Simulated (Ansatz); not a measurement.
# InSe: the cost of one run

Computed with Ansatz 0.2.0 (DFT PBEsol, scalar-relativistic, plane waves, PAW, unless a step's input says otherwise).

2 further runs of the same task are left out: 2 set aside as unsound or not needed.

**1. The structure to begin with**

It takes space group R3m (No. 160, trigonal). The conventional cell has a = 4.047 Å, b = 4.047 Å, c = 25.826 Å, α = 90.00°, β = 90.00°, γ = 120.00°. Around In (site symmetry 3m) lie 3 Se at 2.65 Å and 1 In at 2.80 Å. Se (site symmetry 3m) is surrounded by 3 In at 2.65 Å.

Structure file:

```
CELL_PARAMETERS angstrom
2.02334 1.16818 8.60852
-2.02334 1.16818 8.60852
0.00000 -2.33635 8.60852
ATOMIC_POSITIONS crystal
In 0.11035 0.11035 0.11035
In 0.00183 0.00183 0.00183
Se 0.61971 0.61971 0.61971
Se 0.82581 0.82581 0.82581
```

The structure comes from the Materials Project (structure only).

(A quick probe on a coarse mesh, which set the mesh and smearing, is not shown.)

**3. Relaxing cell and atoms**

input.yaml

```yaml
crystal:
  lattice:
    - [2.02334262, 1.16817741, 8.60852462]
    - [-2.02334262, 1.16817741, 8.60852462]
    - [0.0, -2.33635482, 8.60852462]
  atoms:
    - { symbol: In, position: [0.11034651, 0.11034651, 0.11034651] }
    - { symbol: In, position: [0.00183013, 0.00183013, 0.00183013] }
    - { symbol: Se, position: [0.61970981, 0.61970981, 0.61970981] }
    - { symbol: Se, position: [0.82581154, 0.82581154, 0.82581154] }
basis:
  ecutwfc: 420
kpoints:
  mp_grid: { grid: [12, 12, 12] }
hamiltonian:
  xc: pbesol
scf:
  occupations: { method: gaussian, width: 0.02 }
output:
  forces: true
  stress: true
  eigenvalues: true
  write_density: true
  write_potential: true
  elf: true
  volumetric_format: npy
relax:
  adjacent_minimum: "off"
  f_tol: 0.005
  max_steps: 80
  cell: { stress_tol: 0.05 }
```

Started as:

```sh
> ansatz run input.yaml --threads 4 --pin off --max-ram 8192MiB --backend cpu --events-out ev --progress --plain --runs-dir out
```

What time and memory should one allow on 4 threads of Arm Neoverse V1, shared host?

About 3 min, with a peak of 0.91 GiB.
